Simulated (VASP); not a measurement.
Wanted: an ASE script for a VASP 6.6.1 run.

* Task: band structure
* Functional: PBEsol
* Dispersion: D3
* Potentials or basis: VASP PAW PBE potentials, release 64 (Zn_sv_GW, Cu_sv_GW)
* Cutoff: 600 eV
* k mesh: 9 × 9 × 9
* Occupations: gaussian, width 0.01 eV
* Spin: no spin polarisation
* Hubbard terms: Cu d U = 1 eV
* Further INCAR settings: ALGO = Normal; EDIFF = 1.00e-07; NBANDS = 26; ISYM = 0

Crystal: ZnCu.

```
Zn Cu
1.0
     2.94500    0.00000    0.00000
     0.00000    2.94500    0.00000
     0.00000    0.00000    2.94500
Zn Cu
1 1
Direct
  0.50151 0.50395 0.48624
  0.00578 0.99390 0.01493
```

The cell isn't the ideal one: atoms moved at random, drawn with an rms of 0.05 Å.

The input as run:

run.py

```python
from ase import Atoms
from ase.calculators.vasp import Vasp
from ase.dft.bandgap import bandgap

atoms = Atoms(
    ['Zn', 'Cu'],
    cell=[[2.945, 0.0, 0.0], [0.0, 2.945, 0.0], [0.0, 0.0, 2.945]],
    scaled_positions=[[0.501507, 0.503953, 0.486236], [0.005776, -0.006101, 0.014926]],
    pbc=True,
)
calc = Vasp(
    directory='calc',
    xc='pbesol',
    pp='PBE',
    setups='gw',
    prec='Accurate',
    encut=600,
    ediff=1e-07,
    ismear=0,
    sigma=0.01,
    lreal=False,
    lasph=True,
    nelm=80,
    algo='Normal',
    isif=2,
    lwave=False,
    lcharg=True,
    lmaxmix=4,
    ldautype=2,
    ldauprint=1,
    ivdw=11,
    ldau_luj={'Cu': {'L': 2, 'U': 1, 'J': 0}},
    kpts=[9, 9, 9],
    gamma=True,
    nbands=26,
)
atoms.calc = calc

print('energy (eV):', atoms.get_potential_energy())
print('free energy (eV):', atoms.get_potential_energy(force_consistent=True))
efermi = calc.get_fermi_level()
print('Fermi level (eV):', efermi)
path = atoms.cell.bandpath(npoints=40, eps=1e-4)
print('path:', path.path)
calc.set(kpts=path.kpts, reciprocal=True, icharg=11, isym=0, lcharg=False)
calc.calculate(atoms)
print('gap on the path (eV):', bandgap(calc, efermi=efermi)[0])
print('direct gap on the path (eV):', bandgap(calc, efermi=efermi, direct=True)[0])
```

Potentials or basis: VASP PAW PBE potentials, release 64 (Zn_sv_GW, Cu_sv_GW).

Launch:

```console
$ python run.py
```

It gave:

The band gap along the path is none (metal or under the smearing width) and the dispersion energy per atom is -0.334 eV.

Caveat: the log is that of the step along the path at fixed density, whose energy, stress, charges and moments have no meaning; U without spin polarisation on a metal has little footing; the U is typed as a test and isn't derived for this compound.

Run time: 110 s on 1 thread of Intel(R) Xeon(R) 6975P-C (Granite Rapids) (shared host), peak memory 0.18 GiB.
